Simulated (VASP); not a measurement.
## From VASP inputs to Ansatz: Sn (diamond)

INCAR

```
NSW = 40
ENCUT = 600
ALGO = Normal
ISIF = 3
LREAL = .FALSE.
PREC = Accurate
IBRION = 2
SIGMA = 0.02
EDIFFG = -5E-3
NBANDS = 21
LWAVE = .FALSE.
ISMEAR = -1
LCHARG = .FALSE.
EDIFF = 1E-7
METAGGA = R2SCAN
LASPH = .TRUE.
NELM = 120
```

KPOINTS

```
KPOINTS created by Atomic Simulation Environment
0
Gamma
6 6 6
0 0 0
```

POSCAR

```
Sn
 1.0000000000000000
     0.0000000000000000    3.3291267655712278    3.3291267655712278
     3.3291267655712278    0.0000000000000000    3.3291267655712278
     3.3291267655712278    3.3291267655712278   -0.0000000000000000
 Sn
   2
Cartesian
 -0.0000000000000000 -0.0000000000000000 -0.0000000000000000
  1.6645633827856139  1.6645633827856139  1.6645633827856139
```

VASP ran with the recommended PBE PAW datasets (28 valence electrons in the cell).

Problem. Write an Ansatz input for this cell and level of theory.

Solution. 

```yaml
crystal:
  lattice:
    - [0.0, 3.3291267656, 3.3291267656]
    - [3.3291267656, 0.0, 3.3291267656]
    - [3.3291267656, 3.3291267656, 0.0]
  atoms:
    - { symbol: Sn, position: [0.0, 0.0, 0.0] }
    - { symbol: Sn, position: [0.25, 0.25, 0.25] }
kpoints:
  mp_grid: { grid: [6, 6, 6] }
hamiltonian:
  xc: r2scan
scf:
  occupations: { method: fermi_dirac, width: 0.02 }
relax:
  f_tol: 0.005
  cell: {}
```

Other inputs would serve too.

|  | VASP | Ansatz |
| --- | --- | --- |
| relaxed cell vector lengths | 4.645, 4.645, 4.645 Å | 4.645, 4.645, 4.645 Å |
| relaxed cell volume | 70.88 Å³ | 70.86 Å³ |

Datasets and cutoffs are each program's own. VASP's cell holds 28 valence electrons and Ansatz's 28.
